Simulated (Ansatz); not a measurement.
Here is an Ansatz 0.2.0 calculation.

The input input.yaml:

```yaml
crystal:
  lattice:
    - [0.0, 3.274, 3.274]
    - [3.274, 0.0, 3.274]
    - [3.274, 3.274, 0.0]
  atoms:
    - { symbol: Rb, position: [0.0, 0.0, 0.0], spin: 0.5 }
    - { symbol: Cl, position: [0.5, 0.5, 0.5] }
kpoints:
  mp_grid: { grid: [7, 7, 7] }
  band_path:
    path:
      - [0.0, 0.0, 0.0]
      - [0.5, 0.0, 0.5]
      - [0.5, 0.25, 0.75]
      - [0.375, 0.375, 0.75]
      - [0.0, 0.0, 0.0]
      - [0.5, 0.5, 0.5]
      - [0.625, 0.25, 0.625]
      - [0.5, 0.25, 0.75]
    npoints: 8
scf:
  occupations: { method: fermi_dirac, width: 0.025 }
  mixing: { algorithm: broyden, beta: 0.5, ndim: 8 }
hamiltonian:
  xc: { exchange: pbe, correlation: none }
  pseudopotentials: { kind: all_electron, lapw: { basis_error: 0.002 } }
magnetization:
  spin_polarized: true
output:
  forces: true
  stress: true
  eigenvalues: true
```

Potentials or basis: all-electron LAPW, scalar-relativistic.

The run is started by

```sh
$ ansatz run input.yaml --threads 1 --pin off --max-ram 2560MiB --backend cpu --events-out ev --progress --plain --runs-dir out
```

(1) Estimate the net moment.

(2) Estimate the band gap on the k mesh.

(3) Estimate the band gap along the path.

(4) Estimate the pressure.

Results:

(1) 0.00 μB per cell.

(2) 4.95 eV, direct.

(3) 4.95 eV, direct.

(4) 4.4 GPa.

Caveat: the starting moments weren't kept.
